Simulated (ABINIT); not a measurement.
PtS2:

```
Pt S
1.0
     3.54320    0.00000    0.00000
    -1.77160    3.06850    0.00000
     0.00000    0.00000    5.03880
Pt S
1 2
Direct
  0.00000 0.00000 0.00000
  0.66667 0.33333 0.77300
  0.33333 0.66667 0.22700
```

Program: ABINIT 10.8.3 (patched build). Alike in all runs: no spin polarisation; cell as given; cutoff (eV) 544; smearing fermi-dirac 0.05 eV.

Order these runs on this cell by their pressure, lowest first.
A. level SOGGA; potentials or basis JTH PAW PBE v2.0; k mesh 9 × 9 × 5
B. level LDA; potentials or basis JTH PAW LDA v2.0; k mesh 5 × 5 × 3
C. level HCTH407; potentials or basis JTH PAW PBE v2.0; k mesh 9 × 9 × 5
D. level PBEsol; potentials or basis JTH PAW PBE v2.0; k mesh 7 × 7 × 4
E. level revPBE; potentials or basis JTH PAW PBE v2.0; k mesh 9 × 9 × 5

B (3.9 GPa), A (5.7 GPa), D (7.3 GPa), C (9.2 GPa), E (14.3 GPa).

Caveats: the PAW data sets were made with another functional, which shifts forces and pressure a little (some runs).

Runs at the PBE level aren't shown here.
